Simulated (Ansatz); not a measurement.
Si, BC8: geometry optimisation

The calculation used DFT, PBEsol, plane waves (420 eV) with PAW, scalar-relativistic in Ansatz. The PAW files were generated under PBE, with cores re-solved for the functional.

k-point mesh 4×4×4, Fermi-Dirac smearing 0.05 eV, no spin polarisation. Cell and atoms relax.

Starting structure:

```yaml
crystal:
  lattice:
    - [-3.318, 3.318, 3.318]
    - [3.318, -3.318, 3.318]
    - [3.318, 3.318, -3.318]
  atoms:
    - { symbol: Si, position: [0.2006, 0.2006, 0.2006] }
    - { symbol: Si, position: [0.5, 0.0, 0.2994] }
    - { symbol: Si, position: [0.2994, 0.5, 0.0] }
    - { symbol: Si, position: [0.0, 0.2994, 0.5] }
    - { symbol: Si, position: [0.7994, 0.7994, 0.7994] }
    - { symbol: Si, position: [0.5, 0.0, 0.7006] }
    - { symbol: Si, position: [0.7006, 0.5, 0.0] }
    - { symbol: Si, position: [0.0, 0.7006, 0.5] }
hamiltonian:
  xc: pbesol
  pseudopotentials:
    kind: paw
    azcp:
      Si: "pseudopotentials/Si.paw.azcp"
basis:
  ecutwfc: 420
  fft_grid_basis: typed
kpoints:
  mp_grid: { grid: [4, 4, 4], shift: [0, 0, 0] }
magnetization:
  spin_polarized: false
scf:
  occupations: { method: fermi_dirac, width: 0.05 }
relax:
  max_steps: 60
  f_tol: 0.01
  cell: {}
```

**Question.** The pressure at the start is -0.6 GPa. By how much does the volume change?

**Answer.** From 18.26 to 17.97 Å³ per atom, -1.6 %. The final cell has a = 6.600 Å.

**Question.** How much energy does the relaxation gain?

**Answer.** 4.4 meV per atom.

Path of the relaxation (the plane waves are chosen anew near the end, which can shift the energy a little):

```
step  E − E(final) (meV/atom)  V (Å³/atom)  P (GPa)  max force (eV/Å)
   0                     4.37       18.264    -0.60             0.186
   1                     0.89       18.069    -0.08             0.091
   2                    -0.03       17.991    -0.08             0.000
   3                    -0.04       17.969     0.03             0.001
   4                     0.00       17.969     0.03             0.001
```
